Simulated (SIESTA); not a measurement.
A run of SIESTA 5.4.2:

File Sn.fdf:

```
SystemName                      Sn
SystemLabel                     Sn
NumberOfSpecies                 1
NumberOfAtoms                   2
%block ChemicalSpeciesLabel
  1  50 Sn
%endblock ChemicalSpeciesLabel

UseStructFile                   true

%block kgrid.MonkhorstPack
    9   0   0  0.0
    0   9   0  0.0
    0   0   9  0.0
%endblock kgrid.MonkhorstPack
XC.Functional                   GGA
XC.Authors                      PBE
PAO.BasisSize                   DZP
PAO.EnergyShift                 0.003 Ry
Mesh.Cutoff                     500 Ry
OccupationFunction              FD
ElectronicTemperature           0.05 eV
MaxSCFIterations                120
SCF.MustConverge                false
SCF.Mixer.Method                Pulay
SCF.Mixer.Weight                0.25
SCF.Mixer.History               8
SCF.DM.Tolerance                5.0e-05
SCF.H.Tolerance                 1.0e-03 eV
WriteForces                     true
Charge.Mulliken                 end
%block PAO.Basis
  Sn 4
  n=5 0 2
    6.432 0.000
  n=5 1 2
    8.686 0.000
  n=4 2 2
    3.759 0.000
  n=5 2 1
    8.686
%endblock PAO.Basis
```

File Sn.STRUCT_IN:

```
  -2.9401404553     2.9401404553     1.5993019889
   2.9401404553    -2.9401404553     1.5993019889
   2.9401404553     2.9401404553    -1.5993019889
2
1  50    0.0070650000    -0.0047300000    -0.0123030000
1  50    0.7491880000     0.2445090000     0.4991050000
```

Potentials or basis: PseudoDojo 0.4 standard (PBE files), DZP (energy shift 0.003 Ry; two zetas on semicore shells).

Run with:

```console
$ siesta < Sn.fdf > Sn.out 2>&1
```

Hardware: 1 thread of Intel(R) Xeon(R) Processor @ 2.50GHz (Skylake/Cascade Lake), with other jobs on the host.

How long does it take, and how much memory?

Run time: 5.6 min on 1 thread of Intel(R) Xeon(R) Processor @ 2.50GHz (Skylake/Cascade Lake) (shared host), peak memory 0.48 GiB. Counts: scf iterations 9, k points 365, bands 46.
